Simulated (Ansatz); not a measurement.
# WC: the cost of one run

Method: DFT PBEsol, scalar-relativistic, plane waves, PAW, in Ansatz 0.2.0.

6 further runs of the same task are left out: 6 set aside as unsound or not needed. Runs told in other sessions of the task aren't counted.

### 1 The system as given

It takes space group P-6m2 (No. 187, hexagonal). The conventional cell has a = 2.898 Å, b = 2.898 Å, c = 2.828 Å, α = 90.00°, β = 90.00°, γ = 120.00°. Around W (site symmetry -6m2) lie 6 C at 2.19 Å. Around C (site symmetry -6m2) lie 6 W at 2.19 Å.

As a file:

```
W C
1.0
     2.89841    0.00000    0.00000
    -1.44921    2.51010    0.00000
     0.00000    0.00000    2.82761
W C
1 1
Direct
  0.00000 0.00000 0.00000
  0.66667 0.33333 0.50000
```

It is the result of an earlier relaxation at this level (volume 10.29 Å³/atom; gap on the mesh: none (metal)).

### 2 Zero of energy

The reference gives a free energy of -10503.7314 eV, pressure 0.05 GPa, largest force 0.000 eV/Å and gap on the mesh none (metal). It was computed beforehand with the settings of the runs below.

### 3 Zone-centre phonons by finite displacements

File input.yaml:

```yaml
crystal:
  lattice:
    - [2.898413667, 0.0, 0.0]
    - [-1.4492068335, 2.5100998663, 0.0]
    - [0.0, 0.0, 2.8276119036]
  atoms:
    - { symbol: W, position: [0.0, 0.0, 0.0] }
    - { symbol: C, position: [0.6666666667, 0.3333333333, 0.5] }
basis:
  ecutwfc: 420
kpoints:
  mp_grid: { grid: [24, 24, 22] }
hamiltonian:
  xc: pbesol
scf:
  occupations: { method: gaussian, width: 0.15 }
output:
  eigenvalues: true
phonons:
  method: fd
  supercell: [1, 1, 1]
  amplitude: 0.02
  eigenvectors: true
  dielectric: false
```

On the command line:

```console
ansatz run input.yaml --threads 2 --pin off --max-ram 5120MiB --backend cpu --events-out ev --progress --plain --runs-dir out
```

Q: Estimate wall time and peak memory on 2 threads of Intel Xeon Platinum 8259CL at 2.50GHz (Skylake/Cascade Lake), shared host.

About 1.9 min, with a peak of 1.5 GiB.
